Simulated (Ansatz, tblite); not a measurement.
## A script for PbO (GFN1-xTB)

These are simulated results from tblite 0.8.0, not measurements. The cell was built from a prototype and was relaxed with r2SCAN in plane waves (Ansatz 0.2.0). Not every such cell is a known phase. All runs are without spin polarisation.

The symmetry is P6_3mc (No. 186, hexagonal); conventional cell a = 4.197 Å, c = 5.622 Å, 21.44 Å³ an atom. Pb is surrounded by 4 O at 2.33–2.47 Å; O is surrounded by 4 Pb at 2.33–2.47 Å.

tblite solves periodic systems at the zone centre alone, so the script builds a cluster of 3×3×2 conventional cells (72 atoms), which folds in a coarse mesh of k points.

run.py reads:

```python
import json
from ase import Atoms
from ase.build import make_supercell
from ase.units import Bohr, GPa, Hartree
from tblite.interface import Calculator

atoms = Atoms(['Pb', 'Pb', 'O', 'O'],
              cell=[[4.19686277, 0.0, 0.0], [-2.09843139, 3.63458978, 0.0], [0.0, 0.0, 5.62228917]],
              scaled_positions=[[0.333333333, 0.666666667, -0.019531553], [0.666666667, 0.333333333, 0.480468447], [0.333333333, 0.666666667, 0.394531553], [0.666666667, 0.333333333, 0.894531553]],
              pbc=True)
cluster = make_supercell(atoms, [[3, 0, 0], [0, 3, 0], [0, 0, 2]])
calc = Calculator('GFN1-xTB', cluster.numbers, cluster.positions / Bohr, lattice=cluster.cell[:] / Bohr, periodic=cluster.pbc)
calc.set('temperature', 0.02 / Hartree)
calc.set('max-iter', 150)
res = calc.singlepoint()
levels = res.get('orbital-energies') * Hartree
nv = round(res.get('orbital-occupations').sum() / 2)
cells = len(cluster) // len(atoms)
out = {'energy_per_cell': res.get('energy') * Hartree / cells, 'homo': levels[nv - 1], 'lumo': levels[nv],
       'stress': (-res.get('virial') * Hartree / cluster.get_volume() / GPa).tolist(), 'charges': res.get('charges')[:len(atoms)].tolist(), 'electrons': 2 * nv / cells}
json.dump(out, open('results.json', 'w'))
for key, value in out.items():
    print(key, value)
```

Command: `python run.py`. It took 1.8 s on 1 thread of Arm Neoverse V1, with other jobs on the host, peak memory 0.1 GiB.

What it printed:

```
------------------------------------------------------------
  cycle        total energy    energy error   density error
------------------------------------------------------------
      1     -201.0999816776  -2.0074096E+02   1.2572078E+00
      2     -215.6531013686  -1.4553120E+01   7.5990563E-01
      3     -223.7927398752  -8.1396385E+00   5.0305196E-01
      4     -180.8525161837   4.2940224E+01   1.6493671E+00
      5     -225.2931065834  -4.4440590E+01   4.1020102E-01
      6     -228.3713762491  -3.0782697E+00   1.6072015E-01
      7     -228.7274243994  -3.5604815E-01   9.0761352E-02
      8     -228.8943135721  -1.6688917E-01   3.7695110E-03
      9     -228.8945584704  -2.4489826E-04   5.9404439E-04
     10     -228.8945593700  -8.9957115E-07   2.9223816E-04
     11     -228.8945614244  -2.0544318E-06   3.1774178E-05
     12     -228.8945614436  -1.9167317E-08   1.2389719E-05
------------------------------------------------------------

 total:                                   1.035 sec
energy_per_cell -346.0299039066168
homo -14.87114177655692
lumo -11.705772533370341
stress [[-1.4229515283472927, -0.001953694054334978, -2.0400654872175955e-05], [-0.0019536940543349577, -1.4252074472640215, 1.177832347952221e-05], [-2.040065487220627e-05, 1.1778323479543905e-05, 0.20571929870480224]]
charges [0.5711123592881509, 0.5711164975528853, -0.5711050996111144, -0.5710978302149878]
electrons 20.0
```

The cycle table is in hartree for the whole cluster, and the lines after it are in eV (the energy for one cell). The printed stress is in GPa and positive in compression, and the pressure is its mean diagonal.

GFN1-xTB gives a gap of 3.17 eV. On the same cell, plane-wave PBE (Ansatz, 12×12×4 k points and the special points) gives a gap of 1.79 eV and r2SCAN a gap of 1.95 eV; on shared hosts these took about 15 and 40 core-seconds on the 4-atom cell, against 1.8 for the script. Spin-orbit coupling, left out in all these runs, can cut or reorder the gap by tenths of an eV, up to about 1 eV with Pb or Bi. xTB was fitted to molecules, so gaps, charges and pressures of solids can be far off, and the gap also depends on the size of the cluster.

The same script was run on cells scaled at fixed shape and fractional coordinates:

```
volume (Å³/atom)  energy (meV/atom)  pressure (GPa, positive in compression)  gap (eV)
           18.87               96.3                                    14.45      3.33
           20.15               17.4                                     5.56      3.25
           21.44                0.0                                    -0.88      3.17
           22.73               26.9                                    -5.56      3.08
           24.01               82.5                                    -7.52      2.98
```

A Birch-Murnaghan fit puts the minimum at 21.23 Å³/atom, 1.0 % below the given cell, with a bulk modulus of 93 GPa at fixed shape.

xTB was fitted mostly to molecules, and a small cluster samples few k points, so gaps, pressures and kinks along a curve can be far from a solid's.

Spin-orbit coupling is left out; in compounds of Pb, Bi, Tl or Hg it can lower a gap by up to about 1 eV, split its edges or invert the bands.
